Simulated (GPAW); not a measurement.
Set up this calculation in GPAW 26.7.0, as an ASE script.

| Property | Result |
| --- | --- |
| Task | single point |
| Functional | PBE |
| Potentials or basis | GPAW PAW data sets (gpaw-data 1.2.1) |
| Cutoff | 600 eV |
| Basis | pw |
| k mesh | 8 × 8 × 8 |
| Occupations | gaussian, width 0.022 eV |
| Spin | no spin polarisation |
| Maxiter | 150 |

The structure of GaP lies in GaP.xyz:

```xyz
2
Lattice="0.0000000000 2.7252500000 2.7252500000 2.7252500000 0.0000000000 2.7252500000 2.7252500000 2.7252500000 0.0000000000" Properties=species:S:1:pos:R:3 pbc="T T T"
Ga     0.0000000000      0.0000000000      0.0000000000
P      4.0878750000      4.0878750000      4.0878750000
```

One way to write it, as run:

run.py

```python
from ase.dft.bandgap import bandgap
from ase.io import read, write
from ase.units import Bohr, GPa
from gpaw import GPAW, PW
from gpaw.elf import elf_from_dft_calculation

atoms = read('GaP.xyz')

calc = GPAW(mode=PW(600),
            xc='PBE',
            kpts={'size': (8, 8, 8), 'gamma': True},
            occupations={'name': 'methfessel-paxton', 'order': 0, 'width': 0.022},
            nbands=11,
            convergence={'density': 1e-05, 'energy': 1e-05},
            maxiter=150,
            txt='gpaw.txt')
atoms.calc = calc
energy = atoms.get_potential_energy()
forces = atoms.get_forces()
stress = atoms.get_stress()
calc.write('gs.gpw')
write('result.traj', atoms)
print(f'Energy: {energy:.6f} eV')
print('Forces (eV/A):')
print(forces.round(4))
print('Stress (GPa):', (stress / GPa).round(3))
print('Fermi level:', round(calc.get_fermi_level(), 4), 'eV')
print(f'Gap: {bandgap(calc)[0]:.4f} eV, direct: {bandgap(calc, direct=True)[0]:.4f} eV')

# fields on the real-space grid
write('density.cube', atoms, data=calc.get_pseudo_density() * Bohr**3)
write('potential.cube', atoms, data=calc.get_electrostatic_potential())
write('elf.cube', atoms, data=elf_from_dft_calculation(calc).data)
```

Potentials or basis: GPAW PAW data sets (gpaw-data 1.2.1), pw.

Run with:

```sh
$ OMP_NUM_THREADS=1 python run.py
```

Results of the run:

```yaml
Pressure: 4.5 GPa
Band_gap_on_the_k_mesh: 1.67 eV, indirect (least direct gap 1.89 eV)
```

Run time: 10 s on 1 thread of Arm Neoverse V1 (shared host), peak memory 0.15 GiB.
